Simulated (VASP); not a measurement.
# CoSi (Pm-3m) in VASP: further runs

Runs on CoSi. Level: PBEsol. Tasks: single point.

Program: VASP 6.6.1. These are calculated values, not measurements. Logs are shortened: lines on timing, memory, paths and dates and some standing lists are left out, and cuts for length are marked.

### 1 The structure

The structure is cubic, space group Pm-3m (No. 221). The conventional cell has a = 2.781 Å, b = 2.781 Å, c = 2.781 Å, α = 90.00°, β = 90.00°, γ = 90.00°. Co (site symmetry m-3m) is surrounded by 8 Si at 2.41 Å. Si (site symmetry m-3m) has 8 Co at 2.41 Å as nearest neighbours.

Measurements of this composition are mostly on another form, of space group No. 198.

### 2 Single point, PBEsol, collinear spin, ferromagnetic start

Contents of INCAR:

```
ADDGRID = False
ALGO = Normal
EDIFF = 1E-7
ENCUT = 550
GGA = PS
ISIF = 2
ISMEAR = 1
ISPIN = 2
LASPH = True
LCHARG = False
LMAXMIX = 4
LORBIT = 11
LREAL = False
LWAVE = False
MAGMOM = 2 0
NELM = 100
PREC = Accurate
SIGMA = 0.1
```

Contents of KPOINTS:

```
k-points
0
Gamma
  17 17 17
```

Contents of POSCAR:

```
CoSi
1.0
    2.7813340000      0.0000000000      0.0000000000
    0.0000000000      2.7813340000      0.0000000000
    0.0000000000      0.0000000000      2.7813340000
Co Si
1 1
Direct
    0.0000000000      0.0000000000      0.0000000000
    0.5000000000      0.5000000000      0.5000000000
```

Potentials or basis: VASP PAW PBE potentials, release 64 (Co, Si).

Command:

```bash
> cat potpaw_PBE.64/Co/POTCAR potpaw_PBE.64/Si/POTCAR > POTCAR
> mpirun -np 1 vasp_std > vasp.out
```

OUTCAR:

```text
EDIFF = 1E-7
   ENCUT = 550
   GGA = PS
   ISIF = 2
   ISMEAR = 1
   ISPIN = 2
   LASPH = True
   LORBIT = 11
   LREAL = False
   NELM = 100
   PREC = Accurate

 Found    165 irreducible k-points:

 Following reciprocal coordinates:
            Coordinates               Weight
  0.000000  0.000000  0.000000      1.000000
  0.058824  0.000000  0.000000      6.000000
  0.117647  0.000000  0.000000      6.000000
  0.176471  0.000000  0.000000      6.000000
  0.235294  0.000000  0.000000      6.000000
  0.294118  0.000000  0.000000      6.000000
   k-points           NKPTS =    165   k-points in BZ     NKDIM =    165   number of bands    NBANDS=     11
   number of dos      NEDOS =    301   number of ions     NIONS =      2
   total plane-waves  NPLWV =  13824
   dimension x,y,z NGX =    24 NGY =   24 NGZ =   24
   dimension x,y,z NGXF=    48 NGYF=   48 NGZF=   48
   ions per type =               1   1
   NGX,Y,Z   is equivalent  to a cutoff of  14.35, 14.35, 14.35 a.u.
   NGXF,Y,Z  is equivalent  to a cutoff of  28.69, 28.69, 28.69 a.u.
 SYSTEM =  unknown system
   PREC   = accura    normal or accurate (medium, high low for compatibility)
   ISTART =      0    job   : 0-new  1-cont  2-samecut
   ICHARG =      2    charge: 1-file 2-atom 10-const
   ISPIN  =      2    spin polarized calculation?
   LNONCOLLINEAR =      F non collinear calculations
   LSORBIT =      F    spin-orbit coupling
   LASPH  =      T    aspherical Exc in radial PAW
   ENCUT  =  550.0 eV  40.42 Ry    6.36 a.u.   5.32  5.32  5.32*2*pi/ulx,y,z
   NELM   =    100;   NELMIN=  2; NELMDL= -5     # of ELM steps
   EDIFF  = 0.1E-06   stopping-criterion for ELM
   LREAL  =      F    real-space projection
   EDIFFG = 0.1E-05   stopping-criterion for IOM
   NSW    =      0    number of steps for IOM
   IBRION =     -1    ionic relax: 0-MD 1-quasi-New 2-CG
   NFREE  =      0    steps in history (QN), initial steepest desc. (CG)
   ISIF   =      2    stress and relaxation
   ISYM   =      2    0-nonsym 1-usesym 2-fastsym
   POTIM  = 0.5000    time-step for ionic-motion
   TEBEG  =    0.0;   TEEND  =   0.0 temperature during run
   PSTRESS=    0.0 pullay stress
   NELECT =      13.0000    total number of electrons
   NUPDOWN=      -1.0000    fix difference up-down
   EMIN   =  10.00;   EMAX   =-10.00  energy-range for DOS
   EFERMI =   0.00;   METHOD = LEGACY
   ISMEAR =     1;   SIGMA  =   0.10  broadening in eV -4-tet -1-fermi 0-gaus
   EFERMI_NEDOS =   21; number of points for ismear=-14 and -15
   IALGO  =     38    algorithm
   IMIX   =      4    mixing-type and parameters
     AMIX     =   0.40;   BMIX     =  1.00
     AMIX_MAG =   1.60;   BMIX_MAG =  1.00
  volume/ion in A,a.u.               =      10.76        72.60
  Fermi-wavevector in a.u.,A,eV,Ry     =   1.384000  2.615381 26.061367  1.915456
  Thomas-Fermi vector in A             =   2.508545
   LORBIT       =     11    0 simple, 1 ext, 2 COOP (PROOUT), +10 PAW based schemes
   GGA     = PS    functional components
   LHFCALC =     F    Hartree Fock is set to
   AEXX    =    0.0000 exact exchange contribution
   IVDW    =     0    specifies the selected vdW correction
   LEPSILON=     F    determine dielectric tensor
   LRPA    =     F    only Hartree local field effects (RPA)
 spin polarized calculation
 Methfessel and Paxton  Order N= 1 SIGMA  =   0.10
  energy-cutoff  :      550.00
  volume of cell :       21.52
 maximum number of plane-waves:       647
 NGX is ok and might be reduce to    24
   NGX = 11   NGY = 11   NGZ = 11

 number of electron      13.0000003 magnetization       0.5175996

 Free energy of the ion-electron system (eV)
  ---------------------------------------------------
  ext. energy  EPLUGINS =         0.00000000
  ---------------------------------------------------
  free energy    TOTEN  =       -14.53373439 eV

  energy without entropy =      -14.53202985  energy(sigma->0) =      -14.53316621

 E-fermi :  12.7344     XC(G=0): -13.0474

 val. band max:       12.7312681225   @ k =   0.4706   0.3529   0.1765
 cond. band min:      12.7350317482   @ k =   0.4118   0.2353   0.0000
 fundamental gap:      0.0037636257
 Fermi energy:        12.7343952669

 spin component 1

 k-point     1 :       0.0000    0.0000    0.0000
  band No.  band energies     occupation
      1      -1.5238      1.00000
      2       8.6098      1.00000
      3       8.6098      1.00000
      4      11.1629      1.00000
      5      11.1629      1.00000
      6      11.1629      1.00000
      7      15.7124      0.00000
      8      15.7124      0.00000
      9      15.7124      0.00000
     10      20.1926      0.00000
     11      20.1926      0.00000

 k-point     2 :       0.0588    0.0000    0.0000
  band No.  band energies     occupation
      1      -1.4571      1.00000
      2       8.5790      1.00000
      3       8.6321      1.00000
      4      11.1031      1.00000
      5      11.1031      1.00000
      6      11.1678      1.00000
      7      15.2352      0.00000
      8      15.8292      0.00000
      9      15.8292      0.00000
     10      20.1716      0.00000
     11      20.6387      0.00000

 k-point     3 :       0.1176    0.0000    0.0000
  band No.  band energies     occupation
      1      -1.2577      1.00000
      2       8.4606      1.00000
      3       8.6969      1.00000
      4      10.9432      1.00000
      5      10.9432      1.00000
      6      11.1821      1.00000
      7      14.2475     -0.00000
      8      16.1609      0.00000
      9      16.1609      0.00000
     10      20.1096      0.00000
     11      21.4959      0.00000

 k-point     4 :       0.1765    0.0000    0.0000
  band No.  band energies     occupation
      1      -0.9281      1.00000
      2       8.1781      1.00000
      3       8.7975      1.00000
      4      10.7265      1.00000
      5      10.7265      1.00000
      6      11.2038      1.00000
      7      13.2725     -0.00000
      8      16.6664      0.00000
      9      16.6664      0.00000
     10      20.0100      0.00000
     11      22.2531      0.00000

 k-point     5 :       0.2353    0.0000    0.0000
  band No.  band energies     occupation
      1      -0.4728      1.00000
      2       7.6399      1.00000
      3       8.9230      1.00000
      4      10.4955      1.00000
      5      10.4955      1.00000
      6      11.2300      1.00000
      7      12.5643      1.01852
      8      17.3061      0.00000
      9      17.3061      0.00000
     10      19.8807      0.00000
     11      22.8442      0.00000

 k-point     6 :       0.2941    0.0000    0.0000
  band No.  band energies     occupation
      1       0.1009      1.00000
      2       6.8348      1.00000
      3       9.0582      1.00000
      4      10.2820      1.00000
      5      10.2820      1.00000
      6      11.2574      1.00000
      7      12.1832      1.00000
      8      18.0512      0.00000
      9      18.0512      0.00000
     10      19.7350      0.00000
     11      23.3619      0.00000

 [... further k-points ...]

 spin component 2

 k-point     1 :       0.0000    0.0000    0.0000
  band No.  band energies     occupation
      1      -1.5063      1.00000
      2       9.1369      1.00000
      3       9.1369      1.00000
      4      11.5303      1.00000
      5      11.5303      1.00000
      6      11.5303      1.00000
      7      15.7311      0.00000
      8      15.7311      0.00000
      9      15.7311      0.00000
     10      20.4345      0.00000
     11      20.4345      0.00000

 k-point     2 :       0.0588    0.0000    0.0000
  band No.  band energies     occupation
      1      -1.4396      1.00000
      2       9.0911      1.00000
      3       9.1618      1.00000
      4      11.4648      1.00000
      5      11.4648      1.00000
      6      11.5355      1.00000
      7      15.3032      0.00000
      8      15.8531      0.00000
      9      15.8531      0.00000
     10      20.4069      0.00000
     11      20.8491      0.00000

 k-point     3 :       0.1176    0.0000    0.0000
  band No.  band energies     occupation
      1      -1.2403      1.00000
      2       8.9224      1.00000
      3       9.2341      1.00000
      4      11.2917      1.00000
      5      11.2917      1.00000
      6      11.5504      1.00000
      7      14.4179     -0.00000
      8      16.1969      0.00000
      9      16.1969      0.00000
     10      20.3253      0.00000
     11      21.6618      0.00000

 k-point     4 :       0.1765    0.0000    0.0000
  band No.  band energies     occupation
      1      -0.9107      1.00000
      2       8.5472      1.00000
      3       9.3469      1.00000
      4      11.0603      1.00000
      5      11.0603      1.00000
      6      11.5732      1.00000
      7      13.5785     -0.00000
      8      16.7152      0.00000
      9      16.7152      0.00000
     10      20.1944      0.00000
     11      22.3879      0.00000

 k-point     5 :       0.2353    0.0000    0.0000
  band No.  band energies     occupation
      1      -0.4554      1.00000
      2       7.8924      1.00000
      3       9.4884      1.00000
      4      10.8167      1.00000
      5      10.8167      1.00000
      6      11.6008      1.00000
      7      13.0231     -0.00017
      8      17.3654      0.00000
      9      17.3654      0.00000
     10      20.0244      0.00000
     11      22.9563      0.00000

 k-point     6 :       0.2941    0.0000    0.0000
  band No.  band energies     occupation
      1       0.1184      1.00000
      2       6.9912      1.00000
      3       9.6418      1.00000
      4      10.5934      1.00000
      5      10.5934      1.00000
      6      11.6296      1.00000
      7      12.7698      0.22005
      8      18.1181      0.00000
      9      18.1181      0.00000
     10      19.8333      0.00000
     11      23.4543      0.00000

 [... further k-points ...]

------------------------ aborting loop because EDIFF is reached ----------------------------------------

  FORCE on cell =-STRESS in cart. coord.  units (eV):
  Direction    XX          YY          ZZ          XY          YZ          ZX
  --------------------------------------------------------------------------------------
  -------------------------------------------------------------------------------------
  Total       -0.8734691     -0.8734691     -0.8734691     -0.0000000      0.0000000      0.0000000
  in kB      -65.0427219    -65.0427219    -65.0427219     -0.0000000      0.0000000      0.0000000
  external PRESSURE =     -65.0427219 kB  Pullay stress =       0.0000000 kB

 VOLUME and BASIS-vectors are now :
 -----------------------------------------------------------------------------
  energy-cutoff  :      550.00
  volume of cell :       21.52
      direct lattice vectors                 reciprocal lattice vectors
     2.781334000  0.000000000  0.000000000     0.359539703  0.000000000  0.000000000
     0.000000000  2.781334000  0.000000000     0.000000000  0.359539703  0.000000000
     0.000000000  0.000000000  2.781334000     0.000000000  0.000000000  0.359539703

 POSITION                                       TOTAL-FORCE (eV/Angst)
 -----------------------------------------------------------------------------------
      0.00000      0.00000      0.00000         0.000000      0.000000      0.000000
      1.39067      1.39067      1.39067         0.000000      0.000000      0.000000
 -----------------------------------------------------------------------------------
    total drift:                                0.000000      0.000000      0.000000

  FREE ENERGIE OF THE ION-ELECTRON SYSTEM (eV)
  ---------------------------------------------------
  free  energy   TOTEN  =       -14.5337343866 eV

  energy  without entropy=      -14.5320298535  energy(sigma->0) =      -14.53316621

 total charge

# of ion       s       p       d       tot
------------------------------------------
    1        0.441   0.592   7.584   8.617
    2        0.710   0.861   0.000   1.571
--------------------------------------------------
tot          1.151   1.453   7.584  10.188

 magnetization (x)

# of ion       s       p       d       tot
------------------------------------------
    1        0.008   0.001   0.510   0.519
    2        0.001   0.010   0.000   0.011
--------------------------------------------------
tot          0.009   0.011   0.510   0.530
```

It took 27 s on 1 thread of Intel Xeon 6975P-C (Granite Rapids), shared host; peak memory 0.2 GiB.

The run converged, but some of its settings lie outside the range that counts as converged, so its numbers aren't taken as properties of the crystal.

What came out:

```
Free energy                                           : -14.5337 eV
Pressure                                              : -6.5 GPa
Band gap on the k mesh                                : none (metal or under the smearing width)
Net moment                                            : 0.52 μB per cell
Site moments                                          : Co +0.52; Si +0.01 μB
Valence electrons inside the program's atomic spheres : Co 8.62; Si 1.57
```

Caveat: the PAW data sets were made with another functional, which shifts forces and pressure a little.

### 3 Single point, PBEsol, collinear spin, ferromagnetic start

Changes to INCAR since step 2:

```diff
@@ -3,3 +3,3 @@
 EDIFF = 1E-7
-ENCUT = 550
+ENCUT = 700
 GGA = PS
```

KPOINTS is that of step 2.

POSCAR is that of step 2.

Potentials or basis: VASP PAW PBE potentials, release 64 (Co, Si).

Command:

```bash
> cat potpaw_PBE.64/Co/POTCAR potpaw_PBE.64/Si/POTCAR > POTCAR
> mpirun -np 1 vasp_std > vasp.out
```

Wall time 29 s (1 thread of Intel Xeon 6975P-C (Granite Rapids), shared host); peak memory 0.23 GiB.

These settings aren't checked as converged: the numbers below hold their error.

What came out:

```
Free energy                                           : -14.5337 eV
Pressure                                              : -6.5 GPa
Band gap on the k mesh                                : none (metal or under the smearing width)
Net moment                                            : 0.52 μB per cell
Site moments                                          : Co +0.52; Si +0.01 μB
Valence electrons inside the program's atomic spheres : Co 8.62; Si 1.57
```

Caveat: the PAW data sets were made with another functional, which shifts forces and pressure a little.
